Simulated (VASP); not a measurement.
Runs of VASP 6.6.1 on Al. The cell holds a slab with vacuum, 4 atoms: a = 2.912 Å, b = 2.912 Å, c = 26.033 Å, α = 90.00°, β = 90.00°, γ = 90.00°. The cell was built by a generator and needn't be a form met in nature.

| task | level | cell | k mesh | dipole correction | mesh quality | gap on the mesh (eV) | largest force (eV/Å) | work function (eV) |
| --- | --- | --- | --- | --- | --- | --- | --- | --- |
| work function | PBE | as given | 17 × 17 × 1 | yes | not flagged | none | 0.18 | (a) |
| relaxation of the atoms | PBE | atoms relaxed | 11 × 11 × 1 | yes | not flagged | none | 0.01 | - |
| work function | PBE+D3(BJ) | as given | 11 × 11 × 1 | yes | not flagged | none | 0.09 | 4.31 |
| work function | PBE | as given | 11 × 11 × 1 | no | not flagged | none | 0.01 | - |
| work function | PBE | as given | 4 × 4 × 1 | yes | coarse | none | (b) | 4.25 |

Alike in all rows: potentials or basis VASP PAW PBE potentials, release 64 (Al); no spin polarisation; cutoff (eV) 520; smearing methfessel-paxton 0.1 eV.

Task: Fill in the values left out.

Result: (a) 4.35; (b) 0.64.

Caveats: some runs use coarse meshes.

A k mesh can miss the band edges.

A gap of «none» marks a metal or a gap under the smearing width.

Not every run made on this cell is shown here.
